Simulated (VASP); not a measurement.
## CoO: equation of state with PBE

Crystal: CoO.

```
Co O
1.0
     1.50547    0.86918    2.43993
    -1.50547    0.86918    2.43993
     0.00000   -1.73837    2.43993
Co O
1 1
Direct
  0.00000 0.00000 0.00000
  0.50000 0.50000 0.50000
```

The cell is a database's computed one.

- Program: VASP 6.6.1
- Task: equation of state
- Functional: PBE
- Potentials or basis: VASP PAW PBE potentials, release 64 (Co, O)
- Cutoff: 520 eV
- k mesh: 11 × 11 × 11
- Occupations: fermi-dirac, width 0.05 eV
- Spin: collinear spin, ferromagnetic start
- Starting moments: [2.0, 0.0] μB
- Further INCAR settings: ALGO = Normal; EDIFF = 1e-07; NBANDS = 18

- Equilibrium volume: 9.56 Å³/atom
- Bulk modulus at fixed shape and positions: 168 GPa
- Pressure derivative of the bulk modulus: 2.9 (rough: it moves with the points fitted)

Energy against volume, from the lowest point:
```csv
volume (Å³/atom),energy (meV/atom)
9.003,18.05
9.195,7.55
9.387,1.56
9.578,0.00
9.770,2.45
9.961,8.56
10.153,18.04
```

All runs of the series together: 8.7 min on 1 thread of AMD EPYC 9R45 (Zen 5), with other jobs on the host.

Caveat: the cell was scaled at fixed shape and fractional positions, which overstates the stiffness of a crystal with free parameters, most of all of layers and chains.
